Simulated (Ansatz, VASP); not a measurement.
**Two plane-wave programs on Cu**

INCAR

```
ALGO = Normal
EDIFF = 1E-6
EDIFFG = -0.01
ENCUT = 600
GGA = PE
IBRION = 2
ISIF = 3
ISMEAR = 0
LASPH = True
LCHARG = False
LREAL = False
LWAVE = False
NELM = 60
NSW = 100
PREC = Accurate
SIGMA = 0.1
```

Contents of KPOINTS:

```
k-points
0
Gamma
  20 20 20
```

POSCAR

```
Cu
1.0
    0.0000000000      1.8075000000      1.8075000000
    1.8075000000      0.0000000000      1.8075000000
    1.8075000000      1.8075000000      0.0000000000
Cu
1
Direct
    0.0000000000      0.0000000000      0.0000000000
```

Input for Ansatz:

```yaml
crystal:
  lattice:
    - [0.0, 1.8075, 1.8075]
    - [1.8075, 0.0, 1.8075]
    - [1.8075, 1.8075, 0.0]
  atoms:
    - { symbol: Cu, position: [0.0, 0.0, 0.0] }
basis:
  ecutwfc: 420
kpoints:
  mp_grid: { grid: [20, 20, 20] }
hamiltonian:
  xc: pbe
scf:
  occupations: { method: gaussian, width: 0.1 }
output:
  forces: true
  stress: true
  eigenvalues: true
relax:
  adjacent_minimum: "off"
  f_tol: 0.005
  max_steps: 80
  cell: { stress_tol: 0.05 }
```

Alike in both runs: task relaxation of cell and atoms; functional PBE; k mesh 20 × 20 × 20; occupations gaussian, width 0.1 eV; no spin polarisation.

```csv
,VASP,Ansatz
version,VASP 6.6.1,Ansatz 0.2.0
potentials or method,"VASP PAW PBE potentials, release 64 (Cu)","scalar-relativistic, plane waves, PAW"
plane-wave cutoff (eV),600,420
valence electrons in the cell,11,19
```

|  | VASP | Ansatz | Ansatz less VASP |
| --- | --- | --- | --- |
| gap on the k mesh at the Fermi level, each at its own relaxed structure (eV) | none | none | - |
| relaxed volume (Å³/atom) | 12.01 | 11.96 | -0.051 |
| relaxed cell length with the largest relative difference (Å) | 2.570 | 2.567 | -0.0036 |
| energy change over the relaxation (meV/atom) | -1 | -1 | +0.6 |

A gap of «none» marks a metal or a gap that the smearing closes. The two sets of potentials don't hold the same shells in valence.

PBE usually gives volumes a little too large and moduli too small. Zero-point motion and thermal expansion aren't in these numbers.
